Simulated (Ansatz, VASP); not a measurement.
# AlN: VASP beside Ansatz

File INCAR:

```
PREC = Accurate
ENCUT = 520
EDIFF = 1E-6
ISMEAR = 0
SIGMA = 0.05
LREAL = F
LASPH = T
NELM = 60
ALGO = Normal
ISIF = 2
LWAVE = F
LCHARG = F
GGA = PE
NBANDS = 16
```

KPOINTS

```
Automatic mesh
0
Gamma
  9 9 6
```

The input POSCAR:

```
AlN
1.0
    3.1892000000      0.0000000000      0.0000000000
   -1.5946000000      2.7619282177      0.0000000000
    0.0000000000      0.0000000000      4.5645000000
Al N
2 2
Direct
    0.3333333333      0.6666666667      0.7500000000
    0.6666666667      0.3333333333      0.2500000000
    0.3333333333      0.6666666667      0.2500000000
    0.6666666667      0.3333333333      0.7500000000
```

Input for Ansatz:

```yaml
crystal:
  lattice:
    - [3.1892, 0.0, 0.0]
    - [-1.5946, 2.7619282177, 0.0]
    - [0.0, 0.0, 4.5645]
  atoms:
    - { symbol: Al, position: [0.3333333333, 0.6666666667, 0.75] }
    - { symbol: Al, position: [0.6666666667, 0.3333333333, 0.25] }
    - { symbol: "N", position: [0.3333333333, 0.6666666667, 0.25] }
    - { symbol: "N", position: [0.6666666667, 0.3333333333, 0.75] }
basis:
  ecutwfc: 520.0
kpoints:
  mp_grid: { grid: [9, 9, 6] }
hamiltonian:
  xc: pbe
  pseudopotentials: { kind: paw, azcp: { folder: soft_1 } }
scf:
  occupations: { method: gaussian, width: 0.05 }
output:
  forces: true
  stress: true
  eigenvalues: true
```

Alike in both runs: task single point; functional PBE; k mesh 9 × 9 × 6; occupations gaussian, width 0.05 eV; no spin polarisation.

```csv
,VASP,Ansatz
version,VASP 6.6.1,Ansatz 0.2.0
potentials or method,"VASP PAW PBE potentials, release 64 (Al, N)","scalar-relativistic, plane waves, PAW"
plane-wave cutoff (eV),520,520
valence electrons in the cell,16,16
```

Ansatz gave:

| Item | Value |
| --- | --- |
| gap on the k mesh at the Fermi level (eV) | 2.94 |
| least direct gap on the mesh (eV) | 2.94 |
| pressure (GPa) | 6.4 |
| largest component of the traceless stress (GPa) | 13.27 |

What did VASP give for the same quantities?

gap on the k mesh at the Fermi level (eV): 2.95; least direct gap on the mesh (eV): 2.95; pressure (GPa): 6.2; largest component of the traceless stress (GPa): 13.20.

PBE gaps usually lie below the measured ones, often by a third to a half.
